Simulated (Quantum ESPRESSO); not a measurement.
# P under changes of volume

One of the cells (132.548 Å³/atom); the others are scaled copies at fixed shape and fractional positions:

```
P
1.0
     3.28373    0.00000    0.00000
     0.00000   34.85703    0.00000
     0.00000    0.00000    4.63208
P
4
Direct
  0.50000 0.97026 0.90785
  0.50000 0.02974 0.09215
  0.00000 0.02974 0.40785
  0.00000 0.97026 0.59215
```

- Program: Quantum ESPRESSO 7.5
- Functional: LDA
- Potentials or basis: GBRV 1.5 LDA
- Cutoff: 612 eV
- Density cutoff: 4898 eV
- k mesh: 8 × 1 × 6
- Occupations: fermi-dirac, width 0.05 eV
- Spin: no spin polarisation

```tsv
volume (Å³/atom)	energy over the lowest point (meV/atom)	gap on the mesh (eV)
124.595	8.73	0.79
127.246	2.10	0.82
129.897	0.00	0.84
132.548	1.96	0.85
135.199	7.55	0.86
137.850	?	?
140.501	28.19	0.88
```

Task: What does the run at 137.850 Å³/atom give?

Result: Energy over the lowest point 16.41 meV/atom; gap on the mesh 0.87 eV.

Worked out: A Birch-Murnaghan fit of order 3 (a polynomial in V^(-2/3)) to the other rows has its minimum at 129.89 Å³/atom with B0 = V·E''(V) = 12.0 GPa and B' = 4.4 at fixed shape and positions, which overstates the stiffness. It gives 16.41 meV/atom at 137.850 Å³/atom, against the run's 16.41. A parabola through the other rows of the gap, of slope 0.367 eV per unit of ln V there, gives 0.87 eV, against the run's 0.87.

Energies are extrapolated to zero smearing.

A mesh can miss the band edges.
